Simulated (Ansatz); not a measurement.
# CdF2: the cost of one run

Computed with Ansatz 0.2.0 (DFT LDA, scalar-relativistic, unless a step's input says otherwise).

**1. The starting structure**

It takes space group Fm-3m (No. 225, cubic). Conventional cell: a = 5.388 Å, b = 5.388 Å, c = 5.388 Å, α = 90.00°, β = 90.00°, γ = 90.00°. Cd (site symmetry m-3m) is surrounded by 8 F at 2.33 Å. F (site symmetry -43m) has 4 Cd at 2.33 Å as nearest neighbours.

As a file:

```xyz
3
Lattice="0.0000 2.6940 2.6940 2.6940 0.0000 2.6940 2.6940 2.6940 0.0000" Properties=species:S:1:pos:R:3 pbc="T T T"
Cd    0.0000    0.0000    0.0000
F     1.3470    1.3470    1.3470
F     4.0410    4.0410    4.0410
```

Atoms are numbered in the order of the input: Cd1, F2, F3.

**2. Volume × 0.96, LAPW**

Contents of input.yaml:

```yaml
crystal:
  lattice:
    - [0.0, 2.6575901313, 2.6575901313]
    - [2.6575901313, 0.0, 2.6575901313]
    - [2.6575901313, 2.6575901313, 0.0]
  atoms:
    - { symbol: Cd, position: [0.0, 0.0, 0.0] }
    - { symbol: F, position: [0.25, 0.25, 0.25] }
    - { symbol: F, position: [0.75, 0.75, 0.75] }
kpoints:
  mp_grid: { grid: [8, 8, 8] }
  band_path:
    path:
      - [0.0, 0.0, 0.0]
      - [0.5, 0.0, 0.5]
      - [0.625, 0.25, 0.625]
      - [0.375, 0.375, 0.75]
      - [0.0, 0.0, 0.0]
      - [0.5, 0.5, 0.5]
      - [0.5, 0.25, 0.75]
      - [0.5, 0.0, 0.5]
    npoints: 5
scf:
  occupations: { method: fermi_dirac, width: 0.02 }
hamiltonian:
  xc: lda
  pseudopotentials: { kind: all_electron, lapw: { basis_error: 0.001 } }
output:
  forces: true
  stress: true
  eigenvalues: true
```

Command:

```bash
$ ansatz run input.yaml --threads 1 --pin off --max-ram 4096MiB --backend cpu --events-out ev --progress --plain --runs-dir out
```

Q: Estimate wall time and peak memory on 1 thread of Arm Neoverse V1, shared host.

About 15 s, with a peak of 0.32 GiB.
